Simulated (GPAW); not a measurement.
AgBr:

```
CELL_PARAMETERS angstrom
0.00000 2.87015 2.87015
2.87015 0.00000 2.87015
2.87015 2.87015 0.00000
ATOMIC_POSITIONS crystal
Ag 0.00000 0.00000 0.00000
Br 0.50000 0.50000 0.50000
```

Base run:

| Item | Value |
| --- | --- |
| Program | GPAW 26.7.0 |
| Functional | PBEsol |
| Potentials or basis | PAW data sets generated in the run's folder for this functional |
| Cutoff | 600 eV |
| Basis | pw |
| k mesh | 8 × 8 × 8 |
| Occupations | fermi-dirac, width 0.05 eV |
| Spin | no spin polarisation |
| Hubbard terms | Ag d U = 4 eV |

Its results: band gap on the k mesh 1.20 eV, indirect (least direct gap 2.62 eV); pressure -0.7 GPa.

Question: After a change of settings the same cell gave: band gap on the k mesh 1.50 eV, indirect (least direct gap 2.70 eV); pressure -0.3 GPa. Which change was it?
A. hubbard terms from Ag d U = 4 eV to none
B. hubbard terms from Ag d U = 4 eV to none; band points from 80 to 60
C. hubbard terms from Ag d U = 4 eV to Ag d U = 6 eV
D. hubbard terms from Ag d U = 4 eV to Ag d U = 2 eV

Answer: C.
